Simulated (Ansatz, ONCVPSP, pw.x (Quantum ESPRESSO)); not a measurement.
# What a changed setting does to a pw.x run (bcc Si)

Potential: optimised norm-conserving Vanderbilt (ONCV), ONCVPSP 4.0.1.1 (patched build), PBE; core [Ne], reference 3s2 3p2; waves: 3s: rc 1.75 bohr, ncon 4, nbas 8, qcut 4.1 1/bohr, 1 projector; 3p: rc 2.25 bohr, ncon 4, nbas 8, qcut 2.9 1/bohr, 1 projector; d scattering state at 0.43 Ha: rc 2.25 bohr, ncon 3, nbas 7, qcut 4.1 1/bohr, 1 projector; local part: polynomial inside 1.65 bohr (lpopt 5, dvloc0 0 Ha); core correction: Teter function, fcfact 3, rcfact 1.5.

The reference run (k-mesh 15³, cutoffs 50/200 Ry, Fermi–Dirac 0.01 Ry, mixing_beta 0.4, conv_thr 1e-9, no spin) gives -0.18 GPa at 14.593 Å³/atom, where all-electron LAPW gives 0.35 GPa. This run, with its own iteration cap, changes ecutrho/ecutwfc to 6.

```
&control
  calculation='scf', prefix='x', pseudo_dir='./', outdir='./tmp', tstress=.true., disk_io='none'
/
&system
  ibrav=0, nat=1, ntyp=1, ecutwfc=50, ecutrho=300, nbnd=9,
  occupations='smearing', smearing='fd', degauss=0.01
/
&electrons
  conv_thr=1e-09, mixing_beta=0.4, electron_maxstep=60
/
ATOMIC_SPECIES
Si 1.0 Si.UPF
CELL_PARAMETERS angstrom
  -1.53943562 1.53943562 1.53943562
  1.53943562 -1.53943562 1.53943562
  1.53943562 1.53943562 -1.53943562
ATOMIC_POSITIONS crystal
Si 0.0000 0.0000 0.0000
K_POINTS automatic
15 15 15 0 0 0
```

```bash
pw.x < Si.scf.in > Si.scf.out
```

Task: How does the run end?

Result: It converges in 6 iterations; the free energy moves by +0.0 meV/atom and the pressure by +0.00 GPa. The result is that of the reference run.

```
Message from routine setup:
     using ibrav=0 with symmetry is DISCOURAGED, use correct ibrav instead
     lattice parameter (alat)  =       5.0387  a.u.
     unit-cell volume          =      98.4784 (a.u.)^3
     number of electrons       =         4.00
     number of Kohn-Sham states=            9
     kinetic-energy cutoff     =      50.0000  Ry
     charge density cutoff     =     300.0000  Ry
     scf convergence threshold =      1.0E-09
     Exchange-correlation= PBE
     number of k points=   120  Fermi-Dirac smearing, width (Ry)=  0.0100
     iteration #  1     ecut=    50.00 Ry     beta= 0.40
     total energy              =      -8.45558017 Ry
     estimated scf accuracy    <       0.00413681 Ry
     iteration #  2     ecut=    50.00 Ry     beta= 0.40
     total energy              =      -8.45514464 Ry
     estimated scf accuracy    <       0.00123304 Ry
     iteration #  3     ecut=    50.00 Ry     beta= 0.40
     total energy              =      -8.45521704 Ry
     estimated scf accuracy    <       0.00000604 Ry
     iteration #  4     ecut=    50.00 Ry     beta= 0.40
     total energy              =      -8.45521749 Ry
     estimated scf accuracy    <       0.00000002 Ry
     iteration #  5     ecut=    50.00 Ry     beta= 0.40
     total energy              =      -8.45521749 Ry
     estimated scf accuracy    <          1.0E-09 Ry
     iteration #  6     ecut=    50.00 Ry     beta= 0.40
     the Fermi energy is    10.4680 ev
!    total energy              =      -8.45521749 Ry
     estimated scf accuracy    <          1.5E-10 Ry
     smearing contrib. (-TS)   =      -0.00185937 Ry
     The total energy is F=E-TS. E is the sum of the following terms:
     one-electron contribution =       4.70389404 Ry
     hartree contribution      =       0.02914816 Ry
     xc contribution           =      -3.17857989 Ry
     ewald contribution        =     -10.00782043 Ry
     convergence has been achieved in   6 iterations
          total   stress  (Ry/bohr**3)                   (kbar)     P=       -1.76
     Message from routine punch:
     Nothing written, as per user request (disk_io='none')
```

The run took about 12 s on one core of a shared host (Neoverse-N1, 64 threads, 124 GiB, load 55).
